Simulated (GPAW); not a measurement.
# NiO (Fm-3m) in GPAW: a series of runs

One crystal, NiO, is run at these levels: PBEsol; tasks: single point.

Everything below comes from runs of GPAW 26.7.0. Logs are shortened: lines on timing, memory, paths and dates and some standing lists are left out, and cuts for length are marked. The log counts tension as positive stress, the text compression.

## Step 1: The crystal as given

It takes space group Fm-3m (No. 225, cubic). Conventional cell: a = 4.172 Å, b = 4.172 Å, c = 4.172 Å, α = 90.00°, β = 90.00°, γ = 90.00°. Around Ni (site symmetry m-3m) lie 6 O at 2.09 Å. O (site symmetry m-3m) is surrounded by 6 Ni at 2.09 Å.

## Step 2: Single point, PBEsol, collinear spin, ferromagnetic start, 8.71 Å³/atom

run.py

```python
from ase import Atoms
from ase.dft.bandgap import bandgap
from ase.io import write
from ase.units import GPa
from gpaw import GPAW, PW, setup_paths

setup_paths.insert(0, '.')

atoms = Atoms(['Ni', 'O'],
              cell=[[0.0, 2.0859016414, 2.0024655757],
                    [2.0859016414, 0.0, 2.0024655757],
                    [2.0859016414, 2.0859016414, 0.0]],
              scaled_positions=[[0.0, 0.0, 0.0],
                                [0.5, 0.5, 0.5]],
              pbc=True)
atoms.set_initial_magnetic_moments([1.0, 0.0])

calc = GPAW(mode=PW(800),
            xc='PBEsol',
            kpts={'size': (11, 11, 11), 'gamma': True},
            occupations={'name': 'fermi-dirac', 'width': 0.05},
            nbands=22,
            convergence={'density': 1e-05, 'energy': 1e-05},
            maxiter=150,
            txt='gpaw.txt')
atoms.calc = calc
energy = atoms.get_potential_energy()
forces = atoms.get_forces()
stress = atoms.get_stress()
calc.write('gs.gpw')
write('result.traj', atoms)
print(f'Energy: {energy:.6f} eV')
print('Forces (eV/A):')
print(forces.round(4))
print('Stress (GPa):', (stress / GPa).round(3))
print('Moments:', calc.get_magnetic_moments().round(3))
print('Fermi level:', round(calc.get_fermi_level(), 4), 'eV')
print(f'Gap: {bandgap(calc)[0]:.4f} eV, direct: {bandgap(calc, direct=True)[0]:.4f} eV')
```

Potentials or basis: PAW data sets generated in the run's folder for this functional, pw.

Launch:

```console
$ gpaw-setup -f PBEsol Ni O
$ OMP_NUM_THREADS=1 python run.py
```

gpaw.txt:

```text
__  _  _
 | _ |_)|_||  |
 |__||  | ||/\| - 26.7.0

Input parameters:
  mode=PW(ecut=800.0),
  convergence={'density': 1e-05, 'energy': 1e-05},
  kpts=MonkhorstPack(size=(11, 11, 11), gamma=True),
  maxiter=150,
  nbands=22,
  occupations=Occupations(name='fermi-dirac', width=0.05),
  xc=XC(name='PBEsol')

Diagonalizing LCAO Hamiltonian
Converting LCAO to pw mode

              O

       Ni

Atoms  # Å, Bohr magnetons
|   | symbol |        x |        y |        z |    initial magnetic moments |
|---|--------|----------|----------|----------|-----------------------------|
| 0 |     Ni | 0.000000 | 0.000000 | 0.000000 | ( 0.0000,  0.0000,  1.0000) |
| 1 |      O | 2.085902 | 2.085902 | 2.002466 | ( 0.0000,  0.0000,  0.0000) |

Unit cell  # Å
| periodic |        x |        y |        z |  lengths |    angles |
|----------|----------|----------|----------|----------|-----------|
|      yes | 0.000000 | 2.085902 | 2.002466 | 2.891514 | 59.329651 |
|      yes | 2.085902 | 0.000000 | 2.002466 | 2.891514 | 59.329651 |
|      yes | 2.085902 | 2.085902 | 0.000000 | 2.949910 | 61.340698 |

Number of symmetries: 16
Symmetry operations  # r_c * U_cc + t_c -> r_c
|    | kind |            matrix            |
|----|------|------------------------------|
|  0 |  σ   |  1, 0, 0,  1, 0,-1,  1,-1, 0 |
|  1 |  E   |  1, 0, 0,  0, 1, 0,  0, 0, 1 |
|  2 |  C4  |  1, 0,-1,  1, 0, 0,  1,-1, 0 |
|  3 |  σ   |  1, 0,-1,  0, 1,-1,  0, 0,-1 |
|  4 |  σ   |  0, 1, 0,  1, 0, 0,  0, 0, 1 |
|  5 |  C4  |  0, 1, 0,  0, 1,-1, -1, 1, 0 |
|  6 |  C2  |  0, 1,-1,  1, 0,-1,  0, 0,-1 |
|  7 |  σ   |  0, 1,-1,  0, 1, 0, -1, 1, 0 |
|  8 |  C2  |  0,-1, 1,  0,-1, 0,  1,-1, 0 |
|  9 |  σ   |  0,-1, 1, -1, 0, 1,  0, 0, 1 |
| 10 |  S4  |  0,-1, 0,  0,-1, 1,  1,-1, 0 |
| 11 |  C2  |  0,-1, 0, -1, 0, 0,  0, 0,-1 |
| 12 |  C2  | -1, 0, 1,  0,-1, 1,  0, 0, 1 |
| 13 |  S4  | -1, 0, 1, -1, 0, 0, -1, 1, 0 |
| 14 |  i   | -1, 0, 0,  0,-1, 0,  0, 0,-1 |
| 15 |  C2  | -1, 0, 0, -1, 0, 1, -1, 1, 0 |

BZ-sampling:
  Number of BZ points: 1331
  Number of IBZ points: 126

  Monkhorst-Pack size: [11, 11, 11]
  Monkhorst-Pack shift: [0, 0, 0]

K-points  # in reciprocal-cell coordinates
|     |                                coordinates |     weight |
|-----|--------------------------------------------|------------|
|   0 | (  0.00000000,   0.00000000,   0.00000000) | 0.00075131 |
|   1 | (  0.09090909,   0.00000000,   0.09090909) | 0.00300526 |
|   2 | (  0.09090909,   0.09090909,   0.00000000) | 0.00150263 |
|   3 | (  0.09090909,   0.09090909,   0.09090909) | 0.00601052 |
|   4 | (  0.09090909,   0.09090909,   0.18181818) | 0.00300526 |
|   5 | (  0.18181818,   0.00000000,   0.18181818) | 0.00300526 |
|   6 | (  0.18181818,   0.09090909,   0.09090909) | 0.00601052 |
|   7 | (  0.18181818,   0.09090909,   0.18181818) | 0.01202104 |
|   8 | (  0.18181818,   0.09090909,   0.27272727) | 0.00601052 |
|   9 | (  0.18181818,   0.18181818,   0.00000000) | 0.00150263 |
| ... |                                            |            |
| 125 | (  0.45454545,   0.45454545,   0.45454545) | 0.00601052 |

Plane wave coefficients: 925
Cutoff: 800.0 eV

Spin-components: 2 (collinear spins)
Bands:           22
Projectors:      11
Spin-degeneracy: 1
Datatype:        complex128

Parallelization:
  kpt:    1
  domain: 1
  band:   1

Density:
  Valence electrons: 22.0
  Components: 2
  Grid points: [20 20 20]
  Charge: 0.0  # |e|

Potential:
  Grid points: [20 20 20]

species:
  Ni:
    name:    Nickel
    Z:       28.0
    valence: 16
    core:    12
    charge:  0.0  # [|e|]
    compensation charges:
      type: gauss
      rc: 0.36  # [Å]
      lmax: 2
    cutoffs:
      filter: 2.14  # [Å]
      core: 1.98  # [Å]
    projectors
    | kind |    occ | energy [eV] | rcut [Å] |
    |------|--------|-------------|----------|
    |   4s |  2.000 |      -5.661 |    1.164 |
    |   3p |  6.000 |     -71.261 |    1.207 |
    |   4p |  0.000 |      -1.193 |    1.207 |
    |   3d |  8.000 |      -8.901 |    1.138 |
    |    s |        |      21.550 |    1.164 |
    |    d |        |      18.310 |    1.138 |

    Using partial waves for Ni as LCAO basis

  O:
    name:    Oxygen
    Z:       8.0
    valence: 6
    core:    2
    charge:  0.0  # [|e|]
    compensation charges:
      type: gauss
      rc: 0.21  # [Å]
      lmax: 2
    cutoffs:
      filter: 1.17  # [Å]
      core: 0.83  # [Å]
    projectors
    | kind |    occ | energy [eV] | rcut [Å] |
    |------|--------|-------------|----------|
    |   2s |  2.000 |     -23.808 |    0.688 |
    |   2p |  4.000 |      -8.972 |    0.598 |
    |    s |        |       3.404 |    0.688 |
    |    p |        |      18.239 |    0.598 |
    |    d |        |       0.000 |    0.619 |

    Using partial waves for O as LCAO basis

Reference energy: -43366.555767  # eV

eigensolver:
  PPCG
  Converge bands: occupied
  niter=2

density mixing:
  MSR1-Mixer
  Pratt-step length: 0.05
  Maximum mixing coefficient: 0.75
  Old densities: 10
  SVD Regularization: 0.005
  Good broyden scale: 1.0
  Trust region scale: 1.0
  Backstep threshold: 4.0
  History deletion threshold: 6.0
  Fourier metric: weight=20.0, sigma=0.015

occupation numbers:
  Fermi-Dirac:
    width: 0.0500  # eV

poisson solver:
  ecut: 6400.0  # eV

xc functional:
  name: PBEsol with 2 nearest neighbor stencil

convergence criteria:
- Maximum integral of absolute [dens]ity change: 1e-05 electrons / valence electron
- Maximum [total energy] change in last 3 cyles: 1e-05 eV / valence electron
- Maximum integral of absolute [eigenst]ate change: 4e-08 eV^2 / valence electron
maximum number of iterations: 150

SCF iterations
|iter     | |      energy | eigst |  dens |  magmom |
|---------|-|-------------|-------|-------|---------|
|iter:   1| |  -14.540626 | +0.19 |       |  +1.0004|
|iter:   2| |  -14.447359 | -2.35 | -1.14 |  +0.9896|
|iter:   3| |  -14.222933 | -2.35 | -1.18 |  +0.8231|
|iter:   4| |  -14.272632 | -2.83 | -1.74 |  +0.7933|
|iter:   5| |  -14.210891 | -3.46 | -1.62 |  +0.7698|
|iter:   6| |  -14.214653 | -4.12 | -2.11 |  +0.7330|
|iter:   7| |  -14.214738 | -6.26 | -2.92 |  +0.7421|
|iter:   8| |  -14.215204 | -5.58 | -3.00 |  +0.7763|
|iter:   9| |  -14.215756 | -5.74 | -2.90 |  +0.8128|
|iter:  10| |  -14.216592 | -5.67 | -2.84 |  +0.8539|
|iter:  11| |  -14.214827 | -4.88 | -2.77 |  +0.7521|
|iter:  12| |  -14.214374 | -4.99 | -2.98 |  +0.6542|
|iter:  13| |  -14.214593 | -5.80 | -3.42 |  +0.6184|
|iter:  14| |  -14.214549c| -7.06 | -3.80 |  +0.6240|
|iter:  15| |  -14.214543c| -7.78c| -4.36 |  +0.6248|
|iter:  16| |  -14.214548c| -7.59c| -4.83 |  +0.6242|
|iter:  17| |  -14.214541c| -8.68c| -5.01c|  +0.6252|

Converged in 17 steps
Energy contributions relative to reference atoms: (reference = -43366.555767)

Energy contributions:
  Kinetic:          23.074329
  Coulomb:         -19.693523
  Zero:              0.246168
  External:          0.000000
  Xc:              -17.832860
  Entropy:          -0.017311
  Spinorbit:         0.000000
  ----------------------------
  Free energy:     -14.223197
  Extrapolated:    -14.214541

dipole moment: (-8.377142, -8.377142, -8.042057)  # |e|*Ang

Total magnetic moment: (0.000000, 0.000000, 0.625197)

Local magnetic moments
|        x |        y |        z |
|----------|----------|----------|
| 0.000000 | 0.000000 | 0.541247 |  # Ni   0
| 0.000000 | 0.000000 | 0.061070 |  # O    1

Fermi level: 8.576
Eigenvalues  # (at kpt = [0.000, 0.000, 0.000])
| band index |      eig [eV] | occ [0-1] |      eig [eV] | occ [0-1] |
|------------|---------------|-----------|---------------|-----------|
|          0 |       -55.264 |     1.000 |       -54.613 |     1.000 |
|        ... |               |           |               |           |
|          4 |         4.998 |     1.000 |         5.135 |     1.000 |
|          5 |         5.156 |     1.000 |         5.310 |     1.000 |
|          6 |         5.156 |     1.000 |         5.310 |     1.000 |
|          7 |         6.266 |     1.000 |         6.599 |     1.000 |
|          8 |         6.266 |     1.000 |         6.599 |     1.000 |
|          9 |         6.355 |     1.000 |         6.841 |     1.000 |
[... 8 lines left out ...]
|         18 |        30.795 |     0.000 |        30.973 |     0.000 |
|         19 |        32.402 |     0.000 |        32.583 |     0.000 |
|        ... |               |           |               |           |
|         21 |        35.502 |     0.000 |        35.745 |     0.000 |

No gap
No difference between direct/indirect transitions

Forces  # eV/Ang
|        x |        y |        z |
|----------|----------|----------|
| -0.00000 |  0.00000 | -0.00000 |  # Ni   0
|  0.00000 | -0.00000 |  0.00000 |  # O    1

Stress tensor  # eV/Ang^3
|         x |         y |         z |
|-----------|-----------|-----------|
| -0.002189 |  0.000000 |  0.000000 |
|  0.000000 | -0.002189 | -0.000000 |
|  0.000000 | -0.000000 | -0.046616 |

# Writing to gs.gpw (mode='')
```

Wall time 2.5 min (1 thread of Arm Neoverse V1, shared host); peak memory 0.25 GiB.

What came out:

```yaml
Free_energy: -14.2232 eV
Pressure: 2.7 GPa
Band_gap_on_the_k_mesh: none (metal or under the smearing width)
Net_moment: 0.63 μB per cell
Site_moments: Ni +0.54; O +0.06 μB
```

Caveat: the density grid can change from cell to cell, which puts small steps into energies and stress; the stock nickel data set gives pressures a few GPa off other programs; a cell with one magnetic atom can't hold antiferromagnetic order, which such compounds often take; semilocal functionals often make such compounds metallic where correlation or magnetic order opens a gap, which also shifts bond lengths.

## Step 3: Single point, PBEsol, collinear spin, ferromagnetic start, 8.89 Å³/atom

Changes to run.py since step 2:

```diff
@@ -9,4 +9,4 @@
 atoms = Atoms(['Ni', 'O'],
-              cell=[[0.0, 2.0859016414, 2.0024655757],
-                    [2.0859016414, 0.0, 2.0024655757],
+              cell=[[0.0, 2.0859016414, 2.0441836086],
+                    [2.0859016414, 0.0, 2.0441836086],
                     [2.0859016414, 2.0859016414, 0.0]],
```

Potentials or basis: PAW data sets generated in the run's folder for this functional, pw.

Launch:

```console
$ gpaw-setup -f PBEsol Ni O
$ OMP_NUM_THREADS=1 python run.py
```

Wall time 2.6 min (1 thread of Arm Neoverse V1, shared host); peak memory 0.25 GiB.

It converged, with:

```
Free energy            : -14.2308 eV
Pressure               : -2.6 GPa
Band gap on the k mesh : none (metal or under the smearing width)
Net moment             : 0.60 μB per cell
Site moments           : Ni +0.52; O +0.06 μB
```

Caveat: the density grid can change from cell to cell, which puts small steps into energies and stress; the stock nickel data set gives pressures a few GPa off other programs; a cell with one magnetic atom can't hold antiferromagnetic order, which such compounds often take; semilocal functionals often make such compounds metallic where correlation or magnetic order opens a gap, which also shifts bond lengths.
